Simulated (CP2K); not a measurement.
SiC (Moissanite 6H):

```
CELL_PARAMETERS angstrom
3.09500 0.00000 0.00000
-1.54750 2.68035 0.00000
0.00000 0.00000 15.17000
ATOMIC_POSITIONS crystal
Si 0.66667 0.33333 0.45830
Si 0.33333 0.66667 0.95830
Si 0.66667 0.33333 0.79170
Si 0.33333 0.66667 0.29170
Si 0.00000 0.00000 0.62500
Si 0.00000 0.00000 0.12500
C 0.66667 0.33333 0.33330
C 0.33333 0.66667 0.83330
C 0.66667 0.33333 0.66670
C 0.33333 0.66667 0.16670
C 0.00000 0.00000 0.50000
C 0.00000 0.00000 0.00000
```

Program: CP2K 2026.2. Alike in all runs: task band structure; potentials or basis POTENTIAL_UZH Si GTH-PBE-q4, C GTH-PBE-q4; DZVP-MOLOPT-PBE-GTH basis; no spin polarisation; cell as given; k mesh 8 × 8 × 2; smearing fermi-dirac 0.05 eV.

Task: Order these runs on this cell by their band gap on the k mesh, lowest first.
A. level r2SCAN
B. level LDA
C. level optB88-vdW; cutoff of the non-local correlation (Ry) 300

Result: B (2.12 eV), C (2.42 eV), A (2.60 eV).

Caveats: the basis of atomic orbitals isn't converged, which shifts pressures, moduli and gaps.

A k mesh can miss the band edges.

Not every run made on this cell is shown here.
